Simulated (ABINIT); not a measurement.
The system is MnS.

```
Mn S
1.0
     0.00000    2.60450    2.60450
     2.60450    0.00000    2.60450
     2.60450    2.60450    0.00000
Mn S
1 1
Direct
  0.00000 0.00000 0.00000
  0.50000 0.50000 0.50000
```

Base run:

* Program: ABINIT 10.8.3 (patched build)
* Functional: LDA
* Potentials or basis: PseudoDojo NC SR LDA v0.4.1 standard
* Cutoff: 1252 eV
* k mesh: 7 × 7 × 7
* Occupations: fermi-dirac, width 0.05 eV
* Spin: collinear spin, ferromagnetic start
* Starting moments: [4.0, 0.0] μB

Its results: pressure -11.4 GPa; net moment 4.60 μB per cell; site moments Mn +3.94; S +0.13 μB.

Q: The run is repeated on the same cell with these changes: k mesh from 7 × 7 × 7 to 6 × 6 × 6, with 4 shifts. What comes out?

A: Pressure -11.9 GPa; net moment 4.54 μB per cell; site moments Mn +3.91; S +0.12 μB.

Caveats: a cell with one magnetic atom can't hold antiferromagnetic order, which such compounds often take.
